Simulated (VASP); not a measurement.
# KBr: forms and broadenings of the independent-particle spectrum

KBr, Pm-3m (no. 221), 2 atoms in the cell. PBE, independent-particle dielectric function; PAW potentials Br, K_sv (PBE set).

## Input

INCAR.step1:
```
EDIFF = 1E-8
ENCUT = 300
ISMEAR = 0
KPAR = 4
LASPH = T
LCHARG = F
LEPSILON = T
LWAVE = F
PREC = Accurate
SIGMA = 0.02
```

INCAR.step2, as INCAR.step1 but for:
```
- LEPSILON = T
- LWAVE = F
+ LWAVE = T
+ NBANDS = 40
```

INCAR.step3:
```
ALGO = None
CSHIFT = 0.1
EDIFF = 1E-7
ENCUT = 300
ISMEAR = 0
ISTART = 1
KPAR = 4
LASPH = T
LCHARG = F
LOPTICS = T
LWAVE = F
NBANDS = 40
NEDOS = 2000
NELM = 1
PREC = Accurate
SIGMA = 0.02
```

INCAR.step4, as INCAR.step3 but for:
```
+ LNABLA = T
```

INCAR.step5, as INCAR.step4 but for:
```
- LNABLA = T
+ IPEAD = 1
+ LPEAD = T
```

INCAR.step6, as INCAR.step5 but for:
```
- IPEAD = 1
+ IPEAD = 3
```

INCAR.step7 changes the same tag again: IPEAD = 4.

INCAR.step8, as INCAR.step7 but for:
```
- CSHIFT = 0.1
- IPEAD = 4
- LPEAD = T
+ CSHIFT = 0.01
```

INCAR.step9, as INCAR.step8 but for:
```
- CSHIFT = 0.01
+ CSHIFT = 0.05
```

INCAR.step10 changes the same tag again: CSHIFT = 0.5.

INCAR.step11, as INCAR.step10 but for:
```
- CSHIFT = 0.5
- ISMEAR = 0
+ CSHIFT = 0.1
+ ISMEAR = -5
```

INCAR.step12, as INCAR.step11 but for:
```
- ISMEAR = -5
- SIGMA = 0.02
+ ISMEAR = 0
+ SIGMA = 0.2
```

INCAR.step13, as INCAR.step12 but for:
```
- SIGMA = 0.2
+ OMEGAMAX = 12
+ SIGMA = 0.02
```

INCAR.step14, as INCAR.step13 but for:
```
- OMEGAMAX = 12
+ OMEGAMAX = 60
```

KPOINTS:
```
k-points
0
Gamma
  10 10 10
```

POSCAR:
```
KBr
1.0
    4.0434990000      0.0000000000      0.0000000000
    0.0000000000      4.0434990000      0.0000000000
    0.0000000000      0.0000000000      4.0434990000
Br K
1 1
Direct
    0.5000000000      0.5000000000      0.5000000000
    0.0000000000      0.0000000000      0.0000000000
```

Commands (each step's output is kept before the next begins):
```
cat potpaw_PBE.64/Br/POTCAR potpaw_PBE.64/K_sv/POTCAR > POTCAR
cp INCAR.step1 INCAR
mpirun -np 4 vasp_std > vasp.out
rm WAVECAR CHG
cp INCAR.step2 INCAR
mpirun -np 4 vasp_std > vasp.out
cp INCAR.step3 INCAR
mpirun -np 4 vasp_std > vasp.out
cp INCAR.step4 INCAR
mpirun -np 4 vasp_std > vasp.out
cp INCAR.step5 INCAR
mpirun -np 4 vasp_std > vasp.out
cp INCAR.step6 INCAR
mpirun -np 4 vasp_std > vasp.out
cp INCAR.step7 INCAR
mpirun -np 4 vasp_std > vasp.out
cp INCAR.step8 INCAR
mpirun -np 4 vasp_std > vasp.out
cp INCAR.step9 INCAR
mpirun -np 4 vasp_std > vasp.out
cp INCAR.step10 INCAR
mpirun -np 4 vasp_std > vasp.out
cp INCAR.step11 INCAR
mpirun -np 4 vasp_std > vasp.out
cp INCAR.step12 INCAR
mpirun -np 4 vasp_std > vasp.out
cp INCAR.step13 INCAR
mpirun -np 4 vasp_std > vasp.out
cp INCAR.step14 INCAR
mpirun -np 4 vasp_std > vasp.out
```

## Result

- Direct gap on the mesh (eV): 4.12
- Gap on the mesh (eV): 3.86
- Bands: 40

One ground state, settings moved in the last step alone:

| Settings | ε at zero frequency | Mean energy of the absorption, weighted by Im ε (eV) | Time (s) |
|---|---|---|---|
| longitudinal form, CSHIFT 0.1 | 3.10 | 8.02 | 2 |
| transversal form (LNABLA) | 3.13 | 8.04 | 2 |
| finite differences (LPEAD), order 1 | 3.07 | 8.05 | 3 |
| finite differences (LPEAD), order 3 | 3.10 | 8.02 | 4 |
| finite differences (LPEAD), order 4 | 3.10 | 8.02 | 5 |
| CSHIFT 0.01 | 3.10 | 8.06 | 2 |
| CSHIFT 0.05 | 3.10 | 8.03 | 2 |
| CSHIFT 0.5 | 3.09 | 7.97 | 2 |
| tetrahedron method | 3.09 | 8.05 | 3 |
| SIGMA 0.2 | 3.10 | 8.02 | 3 |
| OMEGAMAX 12, which cuts the spectrum short | 2.59 | 7.98 | 2 |
| OMEGAMAX 60 | 3.10 | 8.02 | 2 |

The mean energy covers the spectrum up to 12 eV.

On the same mesh, density-functional perturbation theory with local fields gives ε = 2.82.

VASP 6.6.1 took 134 s on 4 cores (Intel Xeon Platinum 8259CL @ 2.50GHz (Skylake/Cascade Lake)), a shared host.
